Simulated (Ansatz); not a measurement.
BN in the zincblende structure, 2 atoms and 8 valence electrons in a cell of about 12 Å³, was run 18 times in Ansatz 0.2.0, each time on 4 threads of Arm Neoverse V2, on a shared host.

| run | k mesh | irreducible k | cutoff (eV) | plane waves | bands | SCF iterations | wall time | peak host memory (GiB) |
| --- | --- | --- | --- | --- | --- | --- | --- | --- |
| relaxation, PBE | 12×12×12 | 72 | 420 | 259 | 8 | 45 | 2.4 s | 0.27 |
| relaxation, r2SCAN | 10×10×10 | 47 | 500 | 307 | 8 | 18 | 1.3 s | 0.3 |
| bands, PBE | 12×12×12 | 72 | 420 | 259 | 8 | 6 | 0.43 s | 0.25 |
| single point, r2SCAN | 12×12×12 | 72 | 500 | 307 | 8 | 6 | 0.68 s | 0.28 |
| single point, HSE06 | 8×8×8 | 29 | 420 | 259 | 8 | 11 | 7 s | 0.63 |
| single point, PBE0 | 8×8×8 | 29 | 420 | 259 | 8 | 10 | 7.4 s | 0.64 |
| single point, LDA | 12×12×12 | 72 | 420 | 259 | 8 | 6 | 0.38 s | 0.25 |
| G0W0, PBE, 35 empty bands, 120 eV | 6×6×6 | 16 | 420 | 259 | 8 | 6 | 1.9 s | 0.25 |
| relaxation, PBEsol | 10×10×10 | 47 | 420 | 259 | 8 | 26 | 1.1 s | 0.26 |
| Γ phonons, PBEsol | 10×10×10 | 171 | 420 | 259 | 8 | 10 | 4.6 s | 0.38 |
| field response, r2SCAN | 10×10×10 | 171 | 500 | 307 | 8 | 7 | 2.4 s | 0.4 |
| field response, PBE | 10×10×10 | 171 | 420 | 259 | 8 | 10 | 4.5 s | 0.35 |
| G0W0, PBE, 87 empty bands, 220 eV | 6×6×6 | 16 | 420 | 259 | 8 | 6 | 5.1 s | 0.27 |
| single point, DDH-PBE0 | 8×8×8 | 29 | 420 | 259 | 8 | 11 | 8.5 s | 0.68 |
| relaxation, LDA | 10×10×10 | 47 | 420 | 229 | 8 | 31 | 1.3 s | 0.27 |
| relaxation, HSE06 | 8×8×8 | 29 | 420 | 259 | 8 | 57 | 15 s | 0.67 |
| single point, Hartree-Fock | 8×8×8 | 29 | 420 | 259 | 8 | 21 | 7.5 s | 0.63 |
| single point, r2SCAN0 | 8×8×8 | 29 | 500 | 307 | 8 | 9 | 7.8 s | 0.78 |

The slowest run (relaxation, HSE06) took about 40 times as long as the quickest (single point, LDA).
